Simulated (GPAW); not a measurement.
The system is BN.

```
CELL_PARAMETERS angstrom
2.55394 0.00000 0.00000
-1.27697 2.21178 0.00000
0.00000 0.00000 4.22685
ATOMIC_POSITIONS crystal
N 0.33333 0.66667 0.12528
N 0.66667 0.33333 0.62528
B 0.33333 0.66667 0.49972
B 0.66667 0.33333 0.99972
```

Measurements of this composition are mostly on another form, of space group No. 194.

* Program: GPAW 26.7.0
* Task: relaxation of cell and atoms
* Functional: SCAN
* Potentials or basis: GPAW PAW data sets (gpaw-data 1.2.1)
* Cutoff: 800 eV
* Basis: pw
* k mesh: 8 × 8 × 5
* Occupations: fermi-dirac, width 0.05 eV
* Spin: no spin polarisation

At the start: pressure -7.7 GPa; volume 5.97 Å³/atom.

How do energy, volume and symmetry change on relaxing?

Over 9 steps the energy falls by 2.8 meV/atom and the volume is 5.85 Å³/atom (-1.9 %); space group P6_3mc (No. 186, to 0.05 Å).

The path:
```tsv
step	energy change (eV)	largest force (eV/Å)	pressure (GPa)	volume (Å³)
1	0.0000	0.0517	-7.72	23.88
2	-0.0028	0.0395	-6.57	23.80
3	-0.0084	0.0676	0.29	23.39
4	-0.0086	0.0519	0.24	23.39
5	-0.0093	0.1290	0.12	23.39
6	-0.0099	0.1669	0.04	23.40
7	-0.0107	0.1294	-0.08	23.41
8	-0.0114	0.0190	-0.14	23.42
9	-0.0114	0.0011	0.00	23.41
```

Final structure:
```cif
data_structure
_symmetry_space_group_name_H-M 'P 1'
_symmetry_Int_Tables_number 1
_cell_length_a 2.5374
_cell_length_b 2.5374
_cell_length_c 4.1993
_cell_angle_alpha 90.000
_cell_angle_beta 90.000
_cell_angle_gamma 120.000
_cell_volume 23.41
loop_
_atom_site_label
_atom_site_type_symbol
_atom_site_fract_x
_atom_site_fract_y
_atom_site_fract_z
_atom_site_occupancy
N1 N 0.33333 0.66667 0.11898 1
N2 N 0.66667 0.33333 0.61899 1
B1 B 0.33333 0.66667 0.49338 1
B2 B 0.66667 0.33333 0.99338 1
```

Caveat: later steps reuse the first step's grids; the PAW data sets were made with another functional, which shifts forces and pressure a little.
